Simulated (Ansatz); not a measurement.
# AgI: the cell at several levels of theory

Cell and atoms of AgI built on the database structure prototype are relaxed in turn with PBE-D3(BJ), r2SCAN+rVV10 and PBE-D4.

Program: Ansatz 0.2.0. PAW datasets, plane waves, zero pressure. Calculated at 0 K for a non-magnetic cell.

## 1. The cell

Space group P6_3mc (No. 186), hexagonal; conventional cell a = 4.506 Å, c = 15.262 Å, 33.55 Å³ an atom. Near Ag stand 4 I at 2.87–2.91 Å and 3 Ag at 3.04 Å; near I stand 4 Ag at 2.87–2.91 Å.

As a file:

```cif
data_structure
_symmetry_space_group_name_H-M 'P6_3mc'
_symmetry_Int_Tables_number 186
_cell_length_a 4.5063
_cell_length_b 4.5063
_cell_length_c 15.2624
_cell_angle_alpha 90.000
_cell_angle_beta 90.000
_cell_angle_gamma 120.000
_cell_volume 268.40
loop_
_atom_site_label
_atom_site_type_symbol
_atom_site_symmetry_multiplicity
_atom_site_Wyckoff_symbol
_atom_site_fract_x
_atom_site_fract_y
_atom_site_fract_z
_atom_site_occupancy
Ag1 Ag 2 a 0.00000 0.00000 0.32347 1
Ag2 Ag 2 b 0.66667 0.33333 0.42647 1
I1 I 2 a 0.00000 0.00000 0.01164 1
I2 I 2 b 0.66667 0.33333 0.23842 1
```

## 2. PBE-D3(BJ): cell and atoms

Input file input.yaml:

```yaml
crystal:
  lattice:
    - [4.5062758301, 0.0, 0.0]
    - [-2.253137915, 3.9025493453, 0.0]
    - [0.0, 0.0, 15.26236861]
  atoms:
    - { symbol: Ag, position: [0.0, 0.0, 0.32347407] }
    - { symbol: Ag, position: [0.66666667, 0.33333333, 0.42647086] }
    - { symbol: Ag, position: [0.33333333, 0.66666667, 0.92647086] }
    - { symbol: Ag, position: [0.0, 0.0, 0.82347407] }
    - { symbol: I, position: [0.0, 0.0, 0.01163992] }
    - { symbol: I, position: [0.66666667, 0.33333333, 0.23841515] }
    - { symbol: I, position: [0.33333333, 0.66666667, 0.73841515] }
    - { symbol: I, position: [0.0, 0.0, 0.51163992] }
kpoints:
  mp_grid: { grid: [6, 6, 2] }
hamiltonian:
  xc: pbe
  dispersion: d3bj
scf:
  occupations: { method: fermi_dirac, width: 0.02 }
relax:
  f_tol: 0.005
  cell: {}
output:
  write_density: true
  write_potential: true
  elf: true
  volumetric_format: npy
```

The run is started by

```sh
$ ansatz run input.yaml --threads 2 --pin off --max-ram 29491MiB --backend cpu --events-out ev --progress --plain --runs-dir out
```

The runs that follow: Relaxation with r2SCAN+rVV10; PBE-D4: cell and atoms.

**Question.** What will these runs give? Wanted: for each run, a; c; volume; space group; SCF geometries.

The runs gave:

```
       level  a (Å)   c (Å)  volume (Å³/atom)  space group  SCF geometries
  PBE-D3(BJ)  4.436  14.614            31.130       P6_3mc               6
r2SCAN+rVV10  4.441  14.881            31.771       P6_3mc               6
      PBE-D4  4.433  14.595            31.041       P6_3mc               3
```

In words: From the start to the first minimum the volume moved by -7.2 %. PBE-D4 gives the smallest cell and r2SCAN+rVV10 the largest; they differ by 2.4 % in volume, a mean of 0.8 % in length.
